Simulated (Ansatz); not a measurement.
**GaP: response to strain**

GaP is deformed so: zz strain of -2 %. What stress and forces result, by LAPW, PAW and all-electron datasets made for the crystal?

Computed with Ansatz 0.2.0 (DFT PBE, scalar-relativistic, unless a step's input says otherwise).

**1. Starting point**

It takes space group F-43m (No. 216, cubic). Conventional cell: a = 5.451 Å, b = 5.451 Å, c = 5.451 Å, α = 90.00°, β = 90.00°, γ = 90.00°. Ga (site symmetry -43m) is surrounded by 4 P at 2.36 Å. Around P (site symmetry -43m) lie 4 Ga at 2.36 Å.

Coordinates:

```cif
data_structure
_symmetry_space_group_name_H-M 'F-43m'
_symmetry_Int_Tables_number 216
_cell_length_a 5.4505
_cell_length_b 5.4505
_cell_length_c 5.4505
_cell_angle_alpha 90.000
_cell_angle_beta 90.000
_cell_angle_gamma 90.000
_cell_volume 161.92
loop_
_atom_site_label
_atom_site_type_symbol
_atom_site_symmetry_multiplicity
_atom_site_Wyckoff_symbol
_atom_site_fract_x
_atom_site_fract_y
_atom_site_fract_z
_atom_site_occupancy
Ga1 Ga 4 a 0.00000 0.00000 0.00000 1
P1 P 4 c 0.25000 0.25000 0.25000 1
```

The file gives the conventional cell by its symmetry; the runs use the cell typed in the input.

Atoms are numbered in the order of the input: Ga1, P2.

**2. After the deformation**

Space group F-43m before, I-4m2 after.

**3. Full-potential LAPW**

input.yaml reads:

```yaml
crystal:
  lattice:
    - [0.0, 2.72525, 2.670745]
    - [2.72525, 0.0, 2.670745]
    - [2.72525, 2.72525, 0.0]
  atoms:
    - { symbol: Ga, position: [0.0, 0.0, 0.0] }
    - { symbol: P, position: [0.75, 0.75, 0.75] }
kpoints:
  mp_grid: { grid: [10, 10, 10] }
  band_path:
    path:
      - [0.0, 0.0, 0.0]
      - [0.0, 0.5, 0.5]
      - [0.25, 0.75, 0.5]
      - [0.0, 0.5, 0.0]
      - [0.0, 0.0, 0.0]
      - [0.5, 0.5, 0.0]
      - [0.3801541025, 0.6198458975, 0.0]
      - [-0.3801541025, 0.3801541025, 0.0]
      - [0.0, 0.0, 0.0]
    npoints: 5
scf:
  occupations: { method: fermi_dirac, width: 0.05 }
hamiltonian:
  xc: pbe
  pseudopotentials: { kind: all_electron, lapw: { basis_error: 0.0005 } }
output:
  forces: true
  stress: true
  eigenvalues: true
```

The run is started by

```
ansatz run input.yaml --threads 1 --pin off --max-ram 3072MiB --backend cpu --events-out ev --progress --plain --runs-dir out
```

**4. Frozen-core PAW**

input.yaml reads:

```yaml
crystal:
  lattice:
    - [0.0, 2.72525, 2.670745]
    - [2.72525, 0.0, 2.670745]
    - [2.72525, 2.72525, 0.0]
  atoms:
    - { symbol: Ga, position: [0.0, 0.0, 0.0] }
    - { symbol: P, position: [0.75, 0.75, 0.75] }
kpoints:
  mp_grid: { grid: [10, 10, 10] }
scf:
  occupations: { method: fermi_dirac, width: 0.05 }
hamiltonian:
  xc: pbe
  pseudopotentials: { kind: paw }
output:
  forces: true
  stress: true
  eigenvalues: true
  efg: { contact_densities: true }
```

**5. Datasets made for this crystal**

Changes to input.yaml since step 4:

```diff
@@ -14,3 +14,3 @@
   xc: pbe
-  pseudopotentials: { kind: paw }
+  pseudopotentials: { kind: all_electron, datasets: crystal }
 output:
```

(Steps that only read results are left out.)

Q: Predict the outcome of this session. Wanted: pressure; largest shear or deviatoric stress.

The runs gave:

| quantity | value |
| --- | --- |
| pressure | LAPW 4.33, PAW 4.35, crystal datasets 4.32 GPa |
| largest shear or deviatoric stress (LAPW) | 0.95 GPa |

The largest part of the stress beyond the pressure is 0.95 GPa in size, in the zz component; the atoms are carried along and not relaxed. No run of the undeformed cell stands beside it, so the pressure holds what the given cell had before the change. PAW: stress within 0.03 GPa of LAPW. Crystal datasets: stress within 0.01 GPa of LAPW.
